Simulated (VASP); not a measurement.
Crystal: KCl (Sylvite).

```
K Cl
1.0
     0.00000    3.14647    3.14647
     3.14647    0.00000    3.14647
     3.14647    3.14647    0.00000
K Cl
1 1
Direct
  0.00000 0.00000 0.00000
  0.50000 0.50000 0.50000
```

```yaml
Program: VASP 6.6.1
Task: relaxation of cell and atoms
Functional: B3LYP
Potentials_or_basis: VASP PAW PBE potentials, release 64 (K_sv, Cl)
Cutoff: 600 eV
k_mesh: 4 × 4 × 4
Occupations: fermi-dirac, width 0.05 eV
Spin: no spin polarisation
```

At the start: pressure 1.0 GPa; volume 31.15 Å³/atom.

Question: How do energy, volume and symmetry change on relaxing?

Answer: Over 3 steps the energy falls by 5.4 meV/atom and the volume is 32.82 Å³/atom (+5.4 %); space group Fm-3m (No. 225, to 0.05 Å).

The path:
| step | energy change (eV) | largest force (eV/Å) | pressure (GPa) | volume (Å³) |
| --- | --- | --- | --- | --- |
| 1 | 0.0000 | 0.0000 | 1.03 | 62.30 |
| 2 | -0.0084 | 0.0000 | 0.45 | 64.13 |
| 3 | -0.0108 | 0.0000 | 0.04 | 65.64 |

Final structure:
```xyz
2
Lattice="0.0000 3.2016 3.2016 3.2016 0.0000 3.2016 3.2016 3.2016 0.0000" Properties=species:S:1:pos:R:3 pbc="T T T"
K     0.0000    0.0000    0.0000
Cl    3.2016    3.2016    3.2016
```

Caveat: the k mesh is coarse (spacing up to 0.43 Å⁻¹), so the values aren't converged, least of all with exact exchange; the PAW data sets were made with another functional, which shifts forces and pressure a little.
